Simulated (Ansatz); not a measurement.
The system is Ge.

```
CELL_PARAMETERS angstrom
0.00000 2.82891 2.82891
2.82891 0.00000 2.82891
2.82891 2.82891 0.00000
ATOMIC_POSITIONS crystal
Ge 0.75000 0.75000 0.75000
Ge 0.50000 0.50000 0.50000
```

- Program: Ansatz 0.2.0
- Task: relaxation of cell and atoms
- Functional: PBE
- Potentials or basis: Ansatz PAW
- Cutoff: 420 eV (not typed: the program's choice for these potentials)
- k mesh: 8 × 8 × 8
- Occupations: fermi-dirac, width 0.05 eV
- Spin: no spin polarisation

At the start: volume 22.64 Å³/atom.

Task: Where does the relaxation end?

Result: It ends after 5 steps and the volume is 23.91 Å³/atom (+5.6 %); space group Fd-3m (No. 227, to 0.05 Å).

Step by step:
| step | energy change (eV) | largest force (eV/Å) | volume (Å³) |
| --- | --- | --- | --- |
| 1 | 0.0000 | 0.0000 | 45.28 |
| 2 | -0.0260 | 0.0000 | 47.25 |
| 3 | -0.0271 | 0.0000 | 47.77 |
| 4 | -0.0271 | 0.0000 | 47.82 |
| 5 | -0.0276 | 0.0000 | 47.82 |

Final structure:
```
Ge
1.0
     0.00000    2.88080    2.88080
     2.88080    0.00000    2.88080
     2.88080    2.88080    0.00000
Ge
2
Direct
  0.75000 0.75000 0.75000
  0.50000 0.50000 0.50000
```

The cell as given is a measured one (22.64 Å³/atom); PBE puts the equilibrium volume +5.6 % from it, thermal expansion not counted.

Caveat: the plane-wave basis is chosen anew once the cell has moved, so the energies of steps on either side of that aren't comparable.
